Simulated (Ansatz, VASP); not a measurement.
Al in VASP and in Ansatz

```xyz
1
Lattice="0.0000 2.0250 2.0250 2.0250 0.0000 2.0250 2.0250 2.0250 0.0000" Properties=species:S:1:pos:R:3 pbc="T T T"
Al    0.0000    0.0000    0.0000
```

Alike in both runs: task relaxation of cell and atoms; functional PBE; k mesh 16 × 16 × 16; occupations methfessel-paxton of order 1, width 0.4 eV; no spin polarisation.

|  | VASP | Ansatz |
| --- | --- | --- |
| version | VASP 6.6.1 | Ansatz 0.2.0 |
| potentials or method | VASP PAW PBE potentials, release 64 (Al) | scalar-relativistic, plane waves, PAW |
| plane-wave cutoff (eV) | 600 | 420 |
| valence electrons in the cell | 3 | 3 |

|  | VASP | Ansatz | Ansatz less VASP |
| --- | --- | --- | --- |
| gap on the k mesh at the Fermi level, each at its own relaxed structure (eV) | none | none | - |
| relaxed volume (Å³/atom) | 16.48 | 16.49 | +0.009 |
| relaxed cell length with the largest relative difference (Å) | 2.857 | 2.857 | +0.0005 |

A gap of «none» marks a metal or a gap that the smearing closes.
